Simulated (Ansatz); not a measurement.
# Ta (Ta, dhcp): the cost of one run

Program: Ansatz 0.2.0. Level of theory: DFT PBE, plane waves (420 eV) with PAW, scalar-relativistic. These are calculated values, not measurements.

### 1 The structure to begin with

It takes space group P6_3/mmc (No. 194, hexagonal). Conventional cell: a = 2.945 Å, b = 2.945 Å, c = 9.619 Å, α = 90.00°, β = 90.00°, γ = 120.00°. Around Ta (site symmetry -3m) lie 12 Ta at 2.95 Å. Ta (site symmetry -6m2) has 12 Ta at 2.95 Å as nearest neighbours.

Structure file:

```cif
data_structure
_symmetry_space_group_name_H-M 'P6_3/mmc'
_symmetry_Int_Tables_number 194
_cell_length_a 2.9451
_cell_length_b 2.9451
_cell_length_c 9.6188
_cell_angle_alpha 90.000
_cell_angle_beta 90.000
_cell_angle_gamma 120.000
_cell_volume 72.25
loop_
_atom_site_label
_atom_site_type_symbol
_atom_site_symmetry_multiplicity
_atom_site_Wyckoff_symbol
_atom_site_fract_x
_atom_site_fract_y
_atom_site_fract_z
_atom_site_occupancy
Ta1 Ta 2 a 0.00000 0.00000 0.00000 1
Ta2 Ta 2 c 0.33333 0.66667 0.25000 1
```

### 2 Relaxation of the cell

Contents of input.yaml:

```yaml
crystal:
  lattice:
    - [2.9451288715, 0.0, 0.0]
    - [-1.4725644358, 2.5505564202, 0.0]
    - [0.0, 0.0, 9.6187908944]
  atoms:
    - { symbol: Ta, position: [0.0, 0.0, 0.0] }
    - { symbol: Ta, position: [0.0, 0.0, 0.5] }
    - { symbol: Ta, position: [0.3333333333, 0.6666666667, 0.25] }
    - { symbol: Ta, position: [0.6666666667, 0.3333333333, 0.75] }
hamiltonian:
  xc: pbe
  pseudopotentials:
    kind: paw
    azcp:
      Ta: "pseudopotentials/Ta.paw.azcp"
basis:
  ecutwfc: 420
  fft_grid_basis: typed
kpoints:
  mp_grid: { grid: [12, 12, 4], shift: [0, 0, 0] }
magnetization:
  spin_polarized: false
scf:
  occupations: { method: fermi_dirac, width: 0.1 }
relax:
  max_steps: 60
  f_tol: 0.01
  cell: {}
```

Launch:

```sh
ansatz run input.yaml --threads 1 --pin off --max-ram 3584MiB --backend cpu --events-out ev --progress --plain --runs-dir out
```

Q: Estimate wall time and peak memory on 1 thread of Intel Xeon Platinum 8259CL at 2.50GHz (Skylake/Cascade Lake), shared host.

About 81 s, with a peak of 0.6 GiB.
